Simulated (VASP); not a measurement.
ZnSiP2:

```
CELL_PARAMETERS angstrom
-2.68670 2.68670 5.23003
2.68670 -2.68670 5.23003
2.68670 2.68670 -5.23003
ATOMIC_POSITIONS crystal
Zn 0.75000 0.25000 0.50000
Zn 0.00000 0.00000 0.00000
P 0.14230 0.62500 0.01730
P 0.60770 0.12500 0.98270
P 0.87500 0.85770 0.48270
P 0.37500 0.39230 0.51730
Si 0.25000 0.75000 0.50000
Si 0.50000 0.50000 0.00000
```

The cell is a database's computed one.

Base run:

- Program: VASP 6.6.1
- Functional: AM05
- Potentials or basis: VASP PAW PBE potentials, release 64 (Zn, P, Si)
- Cutoff: 520 eV
- k mesh: 5 × 5 × 5
- Occupations: fermi-dirac, width 0.05 eV
- Spin: no spin polarisation

Its results: band gap on the k mesh 1.26 eV, direct.

Task: The run is repeated on the same cell with these changes: functional from AM05 to PBEsol. What comes out?

Result: Band gap on the k mesh 1.19 eV, direct.
